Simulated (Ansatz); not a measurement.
Input file of a DFT run on NaCl with Ansatz:

```yaml
crystal:
  lattice:
    - [3.4703816428, 0.0, 0.0]
    - [0.0, 3.4703816428, 0.0]
    - [0.0, 0.0, 3.4703816428]
  atoms:
    - { symbol: Na, position: [0.0, 0.0, 0.0] }
    - { symbol: Cl, position: [0.5, 0.5, 0.5] }
basis:
  ecutwfc: 420
  ecutrho_ratio: 4
kpoints:
  mp_grid: { grid: [10, 10, 10] }
hamiltonian:
  xc: pbesol
scf:
  occupations: { method: gaussian, width: 0.05 }
output:
  forces: true
  stress: true
  eigenvalues: true
```

The chain of runs began from a cell as deposited in COD, expanded in volume.

What the program printed, in part:

```
Pseudopotentials: kind: paw
Pseudopotential: Na, paw, valence charge 9, recommended cutoff 420 eV (normal), Na.paw.azcp
Pseudopotential: Cl, paw, valence charge 7, recommended cutoff 420 eV (normal), Cl.paw.azcp
Crystal: 2 atoms, lattice volume = 41.796 Å³
Basis set: ecut = 420 eV, 799 PW (Γ), exchange–correlation on 48×48×48 points (8 copies of the dense FFT grid, shifted against one another)
Bands: 12, of which v1, the nominal top of the filled ones, is band 8 counted from 1 (7 counted from 0)
Symmetry: 48 space group operations
Space group: Pm-3m (ITA 221), of the structure as read, at distance tolerance 3.5e-5 Å
k-points: 56 of 1000
Initial density: superposition of atomic densities (neutral atoms: chi_scale 0, normalization atom), corrected by the library's trained network
Initial wavefunctions: pseudopotential atomic-orbital guess
Functional: x = pbesol(κ = 0.804, μ = 0.12346), c = pbesol(β = 0.046)
```

SCF trace (energy estimate counted from the last row):
```tsv
iteration	ΔE (eV)	density residual (eV)
1	-3.5e-03	5.06e-3
2	-2.7e-04	9.17e-4
3	-1.6e-04	3.20e-4
4	-4.3e-05	4.64e-6
5	-1.0e-06	1.96e-6
6	0.000	1.89e-7
7	0.000	6.06e-9
```

```
SCF 1 converged in 7 iterations: F = -2540.015802 eV  dr2 = 6.06e-9
SCF converged after 7 iterations
Free energy (F): -2540.015802 eV
E sigma→0 (E₀):  -2540.015802 eV
Fermi energy:    4.495319 eV
--- Forces (eV/Å), atoms counted from 1 ---
  atom   1  Na     0.00000000     0.00000000     0.00000000
  atom   2  Cl     0.00000000     0.00000000     0.00000000
--- Stress (GPa, compression-positive) ---
       -0.557580       0.000000       0.000000
        0.000000      -0.557580       0.000000
        0.000000       0.000000      -0.557580
  P = ⅓ Tr σ = -0.5576 GPa (-5.576 kbar)
```

In short (PBEsol): pressure -0.6 GPa, gap on the mesh 3.93 eV.

It took about 2.5 core-seconds on a shared host.

Total energies depend on the potentials used, so only differences within one code and one set of settings carry meaning.

Semilocal functionals underestimate band gaps, commonly by a third or more.
